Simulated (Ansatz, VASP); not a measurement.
**Two plane-wave programs on VH2**

```
CELL_PARAMETERS angstrom
0.00000 2.13550 2.13550
2.13550 0.00000 2.13550
2.13550 2.13550 0.00000
ATOMIC_POSITIONS crystal
V 0.00000 0.00000 0.00000
H 0.25000 0.25000 0.25000
H 0.75000 0.75000 0.75000
```

Alike in both runs: task relaxation of cell and atoms; functional LDA; k mesh 8 × 8 × 8; occupations gaussian, width 0.1 eV; no spin polarisation.

```csv
,VASP,Ansatz
version,VASP 6.6.1,Ansatz 0.2.0
potentials or method,"VASP PAW LDA potentials, release 64 (V_sv, H)","scalar-relativistic, plane waves, PAW"
plane-wave cutoff (eV),600,420
valence electrons in the cell,15,15
```

VASP gave:

```
gap on the k mesh at the Fermi level, each at its own relaxed structure (eV) : none
relaxed volume (Å³/atom)                                                     : 5.91
relaxed cell length with the largest relative difference (Å)                 : 2.926
energy change over the relaxation (meV/atom)                                 : -31
```

Q: Estimate Ansatz's values.

A: gap on the k mesh at the Fermi level, each at its own relaxed structure (eV): none; relaxed volume (Å³/atom): 5.89; relaxed cell length with the largest relative difference (Å): 2.924; energy change over the relaxation (meV/atom): -33.

A gap of «none» marks a metal or a gap that the smearing closes.

 LDA usually gives volumes a few per cent too small. Zero-point motion and thermal expansion aren't in these numbers.
